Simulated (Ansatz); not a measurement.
# Br (Cmce) in Ansatz: further runs

The runs below take Br through single point, with PBEsol.

All numbers are computed with Ansatz 0.2.0; they aren't measurements. Logs are shortened: lines on timing, memory, paths and dates and some standing lists are left out, and cuts for length are marked.

## Step 1: Starting point

The structure is orthorhombic, space group Cmce (No. 64). The conventional cell has a = 6.726 Å, b = 4.645 Å, c = 8.702 Å, α = 90.00°, β = 90.00°, γ = 90.00°. Br (site symmetry m) is surrounded by 1 Br at 2.29 Å.

## Step 2: Single point, PBEsol, 31.95 Å³/atom (volume scaled by 0.94)

File input.yaml:

```yaml
crystal:
  lattice:
    - [3.2945929801, -2.2751377168, 0.0]
    - [3.2945929801, 2.2751377168, 0.0]
    - [0.0, 0.0, 8.5246521939]
  atoms:
    - { symbol: Br, position: [0.3651, 0.6349, 0.3901] }
    - { symbol: Br, position: [0.1349, 0.8651, 0.8901] }
    - { symbol: Br, position: [0.6349, 0.3651, 0.6099] }
    - { symbol: Br, position: [0.8651, 0.1349, 0.1099] }
kpoints:
  mp_grid: { grid: [7, 7, 3] }
scf:
  occupations: { method: fermi_dirac, width: 0.05 }
hamiltonian:
  xc: pbesol
  pseudopotentials: { kind: all_electron, lapw: { basis_error: 0.001 } }
output:
  forces: true
  stress: true
  eigenvalues: true
```

Potentials or basis: all-electron LAPW, scalar-relativistic.

The run is started by

```console
> ansatz run input.yaml --threads 2 --pin off --max-ram 8192MiB --backend cpu --events-out ev --progress --plain --runs-dir out
```

Log:

```text
Warning: RAYON_NUM_THREADS=2 ignored (pool sized by the plan → 2); use --threads N
LAPW: plane waves up to 9.838 Å⁻¹, error target 1.0e-3 eV per atom; small_component_spin mean_spin; Br in spheres of 1.120 Å, 25 of its electrons in bands, Dirac shells [] (how accurate: hamiltonian.pseudopotentials.lapw.basis_error, Limitations)
Engine: ansatz 0.2.0, aarch64-unknown-linux-gnu
Pseudopotentials: kind: all_electron
Pseudopotential: Br, LAPW, valence charge 25, lapw/all_electron/scalar/gaussian/Br, Koelling and Harmon's equation, gaussian nucleus
Functional definition: PBEsol
  exchange = pbesol_x
  correlation = pbesol_c
Crystal: 4 atoms, lattice volume = 127.796 Å³
Basis set: ecut = 368.78559187373713 eV, 2063 PW (Γ), exchange–correlation at level 2
Bands: 60, of which v1, the nominal top of the filled ones, is band 50 counted from 1 (49 counted from 0)
Symmetry: 8 space group operations
Space group: Cmce (ITA 64), of the structure as read, at distance tolerance 5.0e-5 Å
k-points: 32 of 147
Non-local potential: Br, projectors of the file, none
Initial density: superposition of atomic densities (chi_scale 0.1, normalization cell)
Initial wavefunctions: plane waves of lowest kinetic energy (no species holds an atomic orbital)
Functional: x = pbesol(κ = 0.804, μ = 0.12345679012345678), c = pbesol(β = 0.046)
iter 1 solved again at ethr=7.18e-4 eV; its pass at ethr=1.00e-1 eV (dr2=7.18e-1 eV) is discarded
SCF iter   1: F=—  HF=-283513.968759 eV  |F-HF|=—  |Δ(HF+E_count)|=         —  Δρ=2.58e-2  dr2=7.18e-1  ethr=7.18e-4  ⟨swp⟩=2.1  Hψ=11936  notcnv=0
preconditioner: auto → Resta (q_TF=auto, 2.619 Å⁻¹)  ε∞=2.7  [insulator: Δε(μ)=2.362 eV  Ē_g=13.377 eV  σ=0.050 eV  W_gap=1.00  n_scr=36 (ndim 8)  ℏωp=17.4 eV  f_vac=0.309  D(μ)=0.00/eV (n_scr^D=0)  ε∞_Penn≈2.7]
SCF iter   2: F=—  HF=-283513.648044 eV  |F-HF|=—  |Δ(HF+E_count)|=   3.21e-1  Δρ=1.33e-2  dr2=2.00e-1  ethr=7.18e-4  ⟨swp⟩=2.6  Hψ=5555  notcnv=0
iter 3 solved again at ethr=4.30e-6 eV; its pass at ethr=2.00e-4 eV (dr2=4.30e-3 eV) is discarded
SCF iter   3: F=—  HF=-283513.557760 eV  |F-HF|=—  |Δ(HF+E_count)|=   9.03e-2  Δρ=1.73e-3  dr2=4.30e-3  ethr=4.30e-6  ⟨swp⟩=2.0  Hψ=9684  notcnv=0
SCF iter   4: F=—  HF=-283513.562785 eV  |F-HF|=—  |Δ(HF+E_count)|=         —  Δρ=5.41e-4  dr2=5.07e-4  ethr=4.30e-6  ⟨swp⟩=2.2  Hψ=5214  notcnv=0
the basis was enlarged: its passes take 548.9 KiB over the memory plan, 2 of 2 planned eigensolver slots
SCF iter   5: F=—  HF=-283513.562617 eV  |F-HF|=—  |Δ(HF+E_count)|=   1.68e-4  Δρ=1.25e-4  dr2=2.95e-5  ethr=5.07e-7  ⟨swp⟩=3.0  Hψ=5358  notcnv=0
SCF iter   6: F=—  HF=-283513.562620 eV  |F-HF|=—  |Δ(HF+E_count)|=   3.19e-6  Δρ=5.61e-5  dr2=4.52e-6  ethr=2.95e-8  ⟨swp⟩=3.0  Hψ=5511  notcnv=0
SCF iter   7: F=—  HF=-283513.562623 eV  |F-HF|=—  |Δ(HF+E_count)|=   2.86e-6  Δρ=3.18e-5  dr2=1.58e-6  ethr=4.52e-9  ⟨swp⟩=3.0  Hψ=5488  notcnv=0
SCF iter   8: F=—  HF=-283513.562625 eV  |F-HF|=—  |Δ(HF+E_count)|=   2.30e-6  Δρ=1.10e-5  dr2=1.88e-7  ethr=1.58e-9  ⟨swp⟩=3.0  Hψ=5540  notcnv=0
SCF iter   9: F=-283513.562626 eV  HF=-283513.562626 eV  |F-HF|=8.73e-9  |Δ(HF+E_count)|=   3.82e-7  Δρ=2.02e-6  dr2=7.21e-9  ethr=1.88e-10  ⟨swp⟩=3.0  Hψ=5584  notcnv=0
SCF 1 converged in 9 iterations: F = -283513.562626 eV  dr2 = 7.21e-9
SCF converged after 9 iterations
Free energy (F): -283513.562626 eV
Harris-Foulkes:  -283513.562626 eV  (|F-HF|=8.73e-9)
Internal energy: -283513.562626 eV  (E = F + TS)
E sigma→0 (E₀):  -283513.562626 eV
Fermi energy:    5.107383 eV
--- Per-component energies (eV) ---
  E_band       = -8031.829179
  E_kinetic    = 290615.400993
  E_xc         = -9852.655770
  E_electrostatic = -564276.307848  (all electrons and nuclei)
  E_smearing   = -0.000000  (= −TS)
  E_closure    = 0.000000  (closes the sum)
  E_atoms      = -283506.524850  (free atoms, spherical and without spin; not in F)
  Σ components = -283513.562626   (vs F -283513.562626, Δ=0.00e0)
  Basis errors (estimates in eV, not in F): energy 5.9e-4 per atom: plane waves 5.5e-4 (3.2e-4 summed), levels above the bands 1.1e-83, relativity 3.1e-8, radial functions 4.0e-5, core shells 4.5e-9; eigenvalues (radial functions only) 5.3e-7; not estimated: angular momenta, meshes, grids; target (lapw.basis_error) 1.0e-3; muffin-tin radii Br 1.120 Å
--- Forces (eV/Å), atoms counted from 1 ---
  atom   1  Br     0.00000000     0.76639097    -1.28419808
  atom   2  Br     0.00000000    -0.76639097    -1.28419808
  atom   3  Br     0.00000000    -0.76639097     1.28419808
  atom   4  Br     0.00000000     0.76639097     1.28419808
  max |Σ_I F_I| component: 0.00e0 eV/Å
--- Stress (GPa, compression-positive) ---
        0.315696       0.000000       0.000000
        0.000000       1.316800       0.000000
        0.000000       0.000000       4.642905
  P = ⅓ Tr σ = 2.0918 GPa (20.918 kbar)
--- Band table (eV; the first three rows and the last of 32) ---
  k-point 0: bands = ["-227.2868", "-227.2868", "-227.2865", "-227.2865", "-163.1781", "-163.1781", "-163.1747", "-163.1747", "-162.7930", "-162.7930", "-162.7928", "-162.7928", "-162.7552", "-162.7552", "-162.7549", "-162.7549", "-56.6721", "-56.6716", "-56.6000", "-56.5994", "-56.5542", "-56.5538", "-56.5337", "-56.5334", "-56.5257", "-56.5256", "-56.5052", "-56.5052", "-56.2298", "-56.2298", "-56.2293", "-56.2292", "-56.2280", "-56.2279", "-56.2273", "-56.2272", "-12.2474", "-11.8914", "-9.1450", "-8.3363", "-1.1743", "-0.0064", "1.7241", "1.7319", "2.2628", "2.3035", "3.0254", "3.6721", "3.9908", "4.0508", "6.1124", "6.9054", "9.9109", "10.4944", "11.1547", "12.8616", "13.1074", "13.1727", "14.2683", "14.5070"]
  k-point 1: bands = ["-227.2868", "-227.2868", "-227.2865", "-227.2865", "-163.1781", "-163.1781", "-163.1747", "-163.1747", "-162.7930", "-162.7930", "-162.7928", "-162.7928", "-162.7552", "-162.7552", "-162.7549", "-162.7549", "-56.6720", "-56.6718", "-56.5998", "-56.5996", "-56.5541", "-56.5539", "-56.5337", "-56.5335", "-56.5257", "-56.5256", "-56.5052", "-56.5052", "-56.2298", "-56.2298", "-56.2293", "-56.2293", "-56.2279", "-56.2279", "-56.2273", "-56.2272", "-12.1700", "-11.9940", "-8.9377", "-8.5361", "-0.9340", "-0.3806", "1.8947", "1.9826", "2.2730", "2.2934", "3.0126", "3.3914", "4.0054", "4.0354", "6.1524", "6.5346", "10.3743", "10.7166", "11.6917", "12.6657", "12.8203", "12.9440", "14.7159", "14.7986"]
  k-point 2: bands = ["-227.2868", "-227.2868", "-227.2865", "-227.2865", "-163.1781", "-163.1781", "-163.1747", "-163.1747", "-162.7930", "-162.7930", "-162.7928", "-162.7928", "-162.7552", "-162.7552", "-162.7549", "-162.7549", "-56.6721", "-56.6717", "-56.5999", "-56.5995", "-56.5542", "-56.5539", "-56.5337", "-56.5334", "-56.5257", "-56.5256", "-56.5052", "-56.5052", "-56.2298", "-56.2298", "-56.2293", "-56.2292", "-56.2279", "-56.2279", "-56.2273", "-56.2272", "-12.1990", "-11.8743", "-9.1057", "-8.3811", "-1.1778", "-0.1114", "1.4341", "1.5306", "2.1106", "2.1389", "3.2737", "3.7800", "3.9094", "3.9724", "6.1028", "6.8416", "10.3967", "10.7907", "11.5967", "12.7618", "12.7789", "13.2650", "14.0295", "14.8301"]
  k-point 31: bands = ["-227.2868", "-227.2868", "-227.2865", "-227.2865", "-163.1781", "-163.1781", "-163.1747", "-163.1747", "-162.7930", "-162.7930", "-162.7928", "-162.7928", "-162.7552", "-162.7552", "-162.7549", "-162.7549", "-56.6720", "-56.6718", "-56.5998", "-56.5996", "-56.5541", "-56.5539", "-56.5336", "-56.5335", "-56.5257", "-56.5256", "-56.5052", "-56.5052", "-56.2297", "-56.2297", "-56.2293", "-56.2292", "-56.2279", "-56.2279", "-56.2273", "-56.2273", "-11.9030", "-11.7834", "-8.7749", "-8.5265", "-0.8363", "-0.5553", "0.2921", "0.6543", "1.2040", "1.5159", "3.0097", "3.0260", "3.4674", "3.7307", "6.2030", "6.4140", "11.7416", "11.8499", "12.5896", "12.7883", "13.3976", "13.9665", "15.1165", "15.4480"]
```

Wall time 45 s (2 threads of Arm Neoverse V2, shared host); peak memory 0.63 GiB.

What came out:

```yaml
Free_energy: -283513.5626 eV
Pressure: 2.1 GPa
Largest_force: 1.495 eV/Å
Band_gap_on_the_k_mesh: 2.04 eV, indirect (least direct gap 2.06 eV)
```

Caveat: an odd mesh through Γ misses points on the zone boundary, where band edges often lie; forces of over 1 eV/Å show positions far from the minimum, so gaps and moduli don't describe the material at rest.

## Step 3: Single point, PBEsol, 32.63 Å³/atom (volume scaled by 0.96)

input.yaml: that of step 2 with these lines changed.

```diff
@@ -2,5 +2,5 @@
   lattice:
-    - [3.2945929801, -2.2751377168, 0.0]
-    - [3.2945929801, 2.2751377168, 0.0]
-    - [0.0, 0.0, 8.5246521939]
+    - [3.3177951036, -2.2911603413, 0.0]
+    - [3.3177951036, 2.2911603413, 0.0]
+    - [0.0, 0.0, 8.5846869338]
   atoms:
```

Potentials or basis: all-electron LAPW, scalar-relativistic.

The run is started by

```console
> ansatz run input.yaml --threads 2 --pin off --max-ram 8192MiB --backend cpu --events-out ev --progress --plain --runs-dir out
```

Wall time 37 s (2 threads of Arm Neoverse V2, shared host); peak memory 0.6 GiB.

The run converged. Its results:

```
Free energy            : -283513.5917 eV
Pressure               : 1.4 GPa
Largest force          : 1.217 eV/Å
Band gap on the k mesh : 1.97 eV, indirect (least direct gap 1.99 eV)
```

Caveat: an odd mesh through Γ misses points on the zone boundary, where band edges often lie; forces of over 1 eV/Å show positions far from the minimum, so gaps and moduli don't describe the material at rest.

## Step 4: Single point, PBEsol, 33.31 Å³/atom (volume scaled by 0.98)

input.yaml: that of step 3 with these lines changed.

```diff
@@ -2,5 +2,5 @@
   lattice:
-    - [3.3177951036, -2.2911603413, 0.0]
-    - [3.3177951036, 2.2911603413, 0.0]
-    - [0.0, 0.0, 8.5846869338]
+    - [3.3406771722, -2.3069619464, 0.0]
+    - [3.3406771722, 2.3069619464, 0.0]
+    - [0.0, 0.0, 8.6438935422]
   atoms:
```

The run is started by

```console
> ansatz run input.yaml --threads 2 --pin off --max-ram 8192MiB --backend cpu --events-out ev --progress --plain --runs-dir out
```

Wall time 42 s (2 threads of Arm Neoverse V2, shared host); peak memory 0.6 GiB.

Results (log left out):

```yaml
Free_energy: -283513.6090 eV
Pressure: 0.7 GPa
Largest_force: 0.960 eV/Å
Band_gap_on_the_k_mesh: 1.91 eV, indirect (least direct gap 1.93 eV)
```

Caveat: an odd mesh through Γ misses points on the zone boundary, where band edges often lie.

## Step 5: Single point, PBEsol, 33.99 Å³/atom

input.yaml: that of step 4 with these lines changed.

```diff
@@ -2,5 +2,5 @@
   lattice:
-    - [3.3406771722, -2.3069619464, 0.0]
-    - [3.3406771722, 2.3069619464, 0.0]
-    - [0.0, 0.0, 8.6438935422]
+    - [3.36325, -2.32255, 0.0]
+    - [3.36325, 2.32255, 0.0]
+    - [0.0, 0.0, 8.7023]
   atoms:
```

The run is started by

```console
> ansatz run input.yaml --threads 2 --pin off --max-ram 8192MiB --backend cpu --events-out ev --progress --plain --runs-dir out
```

Run time: 42 s. Hardware: 2 threads of Arm Neoverse V2, shared host; peak memory 0.59 GiB.

The run converged. Its results:

- Free energy: -283513.6158 eV
- Pressure: 0.1 GPa
- Largest force: 0.722 eV/Å
- Band gap on the k mesh: 1.85 eV, indirect (least direct gap 1.86 eV)

Caveat: an odd mesh through Γ misses points on the zone boundary, where band edges often lie.

## Step 6: Single point, PBEsol, 34.67 Å³/atom (volume scaled by 1.02)

input.yaml: that of step 5 with these lines changed.

```diff
@@ -2,5 +2,5 @@
   lattice:
-    - [3.36325, -2.32255, 0.0]
-    - [3.36325, 2.32255, 0.0]
-    - [0.0, 0.0, 8.7023]
+    - [3.3855238279, -2.3379315741, 0.0]
+    - [3.3855238279, 2.3379315741, 0.0]
+    - [0.0, 0.0, 8.7599328054]
   atoms:
```

Potentials or basis: all-electron LAPW, scalar-relativistic.

The run is started by

```console
> ansatz run input.yaml --threads 2 --pin off --max-ram 8192MiB --backend cpu --events-out ev --progress --plain --runs-dir out
```

Run time: 36 s. Hardware: 2 threads of Arm Neoverse V2, shared host; peak memory 0.6 GiB.

The run converged. Its results:

| Property | Result |
| --- | --- |
| Free energy | -283513.6133 eV |
| Pressure | -0.4 GPa |
| Largest force | 0.502 eV/Å |
| Band gap on the k mesh | 1.79 eV, indirect (least direct gap 1.81 eV) |

Caveat: an odd mesh through Γ misses points on the zone boundary, where band edges often lie.

## Step 7: Single point, PBEsol, 35.35 Å³/atom (volume scaled by 1.04)

input.yaml: that of step 6 with these lines changed.

```diff
@@ -2,5 +2,5 @@
   lattice:
-    - [3.3855238279, -2.3379315741, 0.0]
-    - [3.3855238279, 2.3379315741, 0.0]
-    - [0.0, 0.0, 8.7599328054]
+    - [3.4075083649, -2.3531133733, 0.0]
+    - [3.4075083649, 2.3531133733, 0.0]
+    - [0.0, 0.0, 8.8168170799]
   atoms:
```

The run is started by

```console
> ansatz run input.yaml --threads 2 --pin off --max-ram 8192MiB --backend cpu --events-out ev --progress --plain --runs-dir out
```

Wall time 38 s (2 threads of Arm Neoverse V2, shared host); peak memory 0.6 GiB.

The run converged. Its results:

```
Free energy            : -283513.6024 eV
Pressure               : -0.9 GPa
Largest force          : 0.303 eV/Å
Band gap on the k mesh : 1.73 eV, indirect (least direct gap 1.75 eV)
```

Caveat: an odd mesh through Γ misses points on the zone boundary, where band edges often lie.

## Step 8: Single point, PBEsol, 36.03 Å³/atom (volume scaled by 1.06)

input.yaml: that of step 7 with these lines changed.

```diff
@@ -2,5 +2,5 @@
   lattice:
-    - [3.4075083649, -2.3531133733, 0.0]
-    - [3.4075083649, 2.3531133733, 0.0]
-    - [0.0, 0.0, 8.8168170799]
+    - [3.429212825, -2.3681017607, 0.0]
+    - [3.429212825, 2.3681017607, 0.0]
+    - [0.0, 0.0, 8.8729766646]
   atoms:
```

The run is started by

```console
> ansatz run input.yaml --threads 2 --pin off --max-ram 8192MiB --backend cpu --events-out ev --progress --plain --runs-dir out
```

Run time: 36 s. Hardware: 2 threads of Arm Neoverse V2, shared host; peak memory 0.59 GiB.

It converged, with:

- Free energy: -283513.5842 eV
- Pressure: -1.3 GPa
- Largest force: 0.144 eV/Å
- Band gap on the k mesh: 1.67 eV, indirect (least direct gap 1.69 eV)

Caveat: an odd mesh through Γ misses points on the zone boundary, where band edges often lie.

## Step 9: The reference run

An earlier run on the cell as given: functional PBEsol; potentials or basis all-electron LAPW, scalar-relativistic; cutoff 348 eV (chosen from the basis error); basis error allowed 0.001 eV/atom; k mesh 7 × 7 × 3; occupations fermi-dirac, width 0.05 eV; no spin polarisation.

* Pressure: 0.1 GPa
* Largest force: 0.722 eV/Å
* Band gap on the k mesh: 1.85 eV, indirect (least direct gap 1.86 eV)
